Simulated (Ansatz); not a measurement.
## Ru: do energies and stresses tell the same story?

Computed with DFT PBE, scalar-relativistic, plane waves, PAW in Ansatz.

Cutoff 420 eV; k points 18×18×10 on the computed 2-atom cell (Γ-centred); Gaussian smearing, width 0.10 eV; no spin polarisation.

Relaxed cell: P6_3/mmc, a = 2.720 Å, b = 2.720 Å, c = 4.297 Å, α = 90.00°, β = 90.00°, γ = 120.00°, 2 atoms in the primitive cell.

Energies at zero smearing and pressures from the stress tensor, at volumes with shape and atoms relaxed:
```csv
V (Å³/atom),E − E(first) (meV/atom),P (GPa)
12.114,0.00,54.14
12.527,-116.56,36.88
12.939,-192.28,22.38
13.352,-233.72,10.21
13.765,-246.37,-0.01
14.178,-234.86,-8.58
14.591,-203.13,-15.75
15.142,-135.03,-23.49
```

Question: Check P = −dE/dV between neighbouring volumes, and get the bulk modulus from the pressures alone.

Answer: With 1 eV/Å³ = 160.2 GPa:
```csv
middle V (Å³/atom),−ΔE/ΔV (GPa),mean P (GPa)
12.320,45.220,45.513
12.733,29.380,29.632
13.146,16.076,16.295
13.559,4.907,5.097
13.972,-4.462,-4.296
14.385,-12.311,-12.163
14.867,-19.816,-19.619
```

The two differ by 0.29 GPa at most. The mean of two end pressures misses the average over a step by about ΔV² P″/12, up to 0.25 GPa here; with that taken off 0.05 GPa remains. The stress is the derivative of the free energy, not of the energy at zero smearing, and with free energies 0.00 GPa remains. Around V = 13.765 Å³/atom, the two neighbours give B = −V ΔP/ΔV = 13.765 × 18.79 / 0.826 = 313.1 GPa, against B0 = 311.2 GPa from the Birch–Murnaghan fit of the energies.